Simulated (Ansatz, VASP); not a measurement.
## One calculation of BaTe, two programs

File POSCAR:

```
BaTe
1.0
    5.8461693382      0.0000000000      0.0000000000
   -2.9230846691      5.0629311617      0.0000000000
    0.0000000000      0.0000000000      7.0354395630
Ba Te
2 2
Direct
    0.3333333333      0.6666666667     -0.0625000000
    0.6666666667      0.3333333333      0.4375000000
    0.3333333333      0.6666666667      0.4375000000
    0.6666666667      0.3333333333      0.9375000000
```

Contents of INCAR.step1:

```
SYSTEM = BaTe
ALGO = Normal
EDIFF = 1E-4
ENCUT = 520
GGA = PE
ISMEAR = 0
LASPH = .TRUE.
LCHARG = .FALSE.
LREAL = .FALSE.
LWAVE = .TRUE.
NBANDS = 24
NELM = 80
PREC = Accurate
SIGMA = 0.01
```

The input INCAR.step2:

```
SYSTEM = BaTe
ALGO = Normal
EDIFF = 1E-7
ENCUT = 520
ISIF = 2
ISMEAR = 0
ISTART = 1
LASPH = .TRUE.
LCHARG = .TRUE.
LELF = .TRUE.
LMIXTAU = .TRUE.
LREAL = .FALSE.
LVHAR = .TRUE.
LWAVE = .FALSE.
METAGGA = R2SCAN
NBANDS = 24
NELM = 80
PREC = Accurate
SIGMA = 0.01
```

KPOINTS

```
k-points
0
G
  6 6 4
  0 0 0
```

Input for Ansatz:

```yaml
crystal:
  lattice:
    - [5.8461693382, 0.0, 0.0]
    - [-2.9230846691, 5.0629311617, 0.0]
    - [0.0, 0.0, 7.035439563]
  atoms:
    - { symbol: Ba, position: [0.3333333333, 0.6666666667, -0.0625] }
    - { symbol: Ba, position: [0.6666666667, 0.3333333333, 0.4375] }
    - { symbol: Te, position: [0.3333333333, 0.6666666667, 0.4375] }
    - { symbol: Te, position: [0.6666666667, 0.3333333333, 0.9375] }
kpoints:
  mp_grid: { grid: [6, 6, 4] }
  band_path:
    path:
      - [0.0, 0.0, 0.0]
      - [0.5, 0.0, 0.0]
      - [0.3333333333, 0.3333333333, 0.0]
      - [0.0, 0.0, 0.5]
      - [0.5, 0.0, 0.5]
      - [0.3333333333, 0.3333333333, 0.5]
    npoints: 1
hamiltonian:
  xc: r2scan
scf:
  occupations: { method: fixed }
  n_extra_bands: 5
output:
  forces: true
  stress: true
  eigenvalues: true
```

Change from the starting cell: epitaxial_xy strain -2.1%.

Alike in both runs: task single point; functional r2SCAN; k mesh 6 × 6 × 4; no spin polarisation.

|  | VASP | Ansatz |
| --- | --- | --- |
| version | VASP 6.6.1 | Ansatz 0.2.0 |
| potentials or method | VASP PAW PBE potentials, release 64 (Ba_sv, Te) | plane waves, PAW |
| plane-wave cutoff (eV) | 520 | 500 |
| occupations | gaussian, width 0.01 eV | fixed |
| valence electrons in the cell | 32 | 52 |

|  | VASP | Ansatz | Ansatz less VASP |
| --- | --- | --- | --- |
| gap on the k mesh at the Fermi level (eV) | 2.21 | 2.28 | +0.072 |
| pressure (GPa) | 1.2 | 0.9 | -0.27 |
| largest component of the traceless stress (GPa) | 0.84 | 0.85 | +0.010 |

The two sets of potentials don't hold the same shells in valence.

Caveats: the PAW data sets were made with another functional, which shifts forces and pressure a little (VASP); spin-orbit coupling is left out, which moves the levels of the heavy elements. A k mesh can miss the band edges.
